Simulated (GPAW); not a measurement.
A run of GPAW 26.7.0:

The input run.py:

```python
from ase.filters import FrechetCellFilter
from ase.io import read, write
from ase.optimize import BFGS
from ase.units import GPa
from gpaw import GPAW, PW

atoms = read('TaN.xyz')

calc = GPAW(mode=PW(800),
            xc='RPBE',
            kpts={'size': (10, 10, 10), 'gamma': True},
            occupations={'name': 'fermi-dirac', 'width': 0.05},
            nbands=19,
            convergence={'density': 1e-05, 'forces': 0.0001},
            maxiter=150,
            txt='gpaw.txt')
atoms.calc = calc
opt = BFGS(FrechetCellFilter(atoms, scalar_pressure=5 * GPa), trajectory='relax.traj', logfile='-')
done = opt.run(fmax=0.02, steps=40)
calc.write('gs.gpw')
write('result.traj', atoms)
print('Converged:', done)
print('Cell:', atoms.cell.cellpar().round(4))
print('Volume:', round(atoms.get_volume(), 4))
print(atoms.get_scaled_positions().round(5))
```

Contents of TaN.xyz:

```xyz
2
Lattice="0.0000000000 2.2113230000 2.2113230000 2.2113230000 0.0000000000 2.2113230000 2.2113230000 2.2113230000 0.0000000000" Properties=species:S:1:pos:R:3 pbc="T T T"
Ta     2.2113230000      2.2113230000      2.2113230000
N      0.0000000000      0.0000000000      0.0000000000
```

Potentials or basis: the program's PAW data sets (release 1.2.1) made for this functional, pw.

Command:

```bash
$ OMP_NUM_THREADS=1 python run.py
```

Hardware: 1 thread of Intel(R) Xeon(R) Platinum 8259CL CPU @ 2.50GHz (Skylake/Cascade Lake), on a shared host.

How long does it take, and how much memory?

It took 2.2 min on 1 thread of Intel(R) Xeon(R) Platinum 8259CL CPU @ 2.50GHz (Skylake/Cascade Lake), with other jobs on the host, peak memory 0.21 GiB. Counts: scf iterations 26, plane waves 1139, bands 19, k points 47, ion steps 3.
